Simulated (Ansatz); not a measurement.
Crystal: WS2, a slab with vacuum.

```
W S
1.0
     3.18312    0.00000    0.00000
    -1.59156    2.75666    0.00000
     0.00000    0.00000   35.18056
W S
4 8
Direct
  0.33333 0.66667 0.59232
  0.33333 0.66667 0.22340
  0.66667 0.33333 0.77660
  0.66667 0.33333 0.40768
  0.33333 0.66667 0.82115
  0.33333 0.66667 0.45202
  0.66667 0.33333 0.63662
  0.66667 0.33333 0.26774
  0.33333 0.66667 0.73226
  0.33333 0.66667 0.36338
  0.66667 0.33333 0.54798
  0.66667 0.33333 0.17885
```

Base run:

```yaml
Program: Ansatz 0.2.0
Functional: LDA
Potentials_or_basis: Ansatz PAW
Cutoff: 420 eV
Density_cutoff: 1680 eV
k_mesh: 12 × 12 × 2
Occupations: fixed
Spin: no spin polarisation
```

Its results: band gap on the k mesh 1.27 eV, indirect (least direct gap 1.73 eV); largest force 0.539 eV/Å.

**Question.** The run is repeated on the same cell with these changes: functional from LDA to r2SCAN; cutoff from 420 eV to 500 eV; density cutoff from 1680 eV to 2000 eV; level from lda to r2scan. What comes out?

**Answer.** Band gap on the k mesh 1.41 eV, indirect (least direct gap 1.87 eV); largest force 0.168 eV/Å.

Caveats: spin-orbit coupling is left out, which moves the levels of the heavy elements; the PAW data sets come from PBE, with cores solved anew for the run's functional, which leaves a small shift of forces and pressure.

Not every run made on this cell is shown here.
